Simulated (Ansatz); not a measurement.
CoPt (L1₀ or tetragonal B2, P4/mmm) at seven volumes, r²SCAN in the plane-wave PAW code Ansatz, shape and atoms relaxed at each. One row is withheld.

```
V (Å³/atom)  P (GPa)
-----------  -------
12.153         27.31
12.554         16.50
12.954          7.55
13.355          0.00
13.755         -6.32
14.156             ?
14.557        -15.72
```

Question: Fit the shown pressures and predict the withheld one.

Answer: P = (3/2)B₀(x^(7/2) − x^(5/2))[1 + (3/4)(B′ − 4)(x − 1)] with x = (V₀/V)^(2/3). Least squares on the six rows gives V₀ = 13.355 Å³/atom, B₀ = 228 GPa, B′ = 5.11. At V = 14.156, x = 0.9619 and P = -11.45 GPa. The run itself gave -11.52 GPa.

The cell was relaxed with r²SCAN under the symmetry of its start. Magnetic state: ferromagnetic, chosen from 5 collinear starts compared on coarse meshes (ties went to the first, and starts can fall back to one state), not a proven ground state. Textbook magnetic order: ferromagnetic. Other orbital occupations within this spin state were not tried. Scalar-relativistic: spin–orbit coupling is off unless named, which matters more the heavier the elements.

Potentials: the later of the program's two PAW sets.
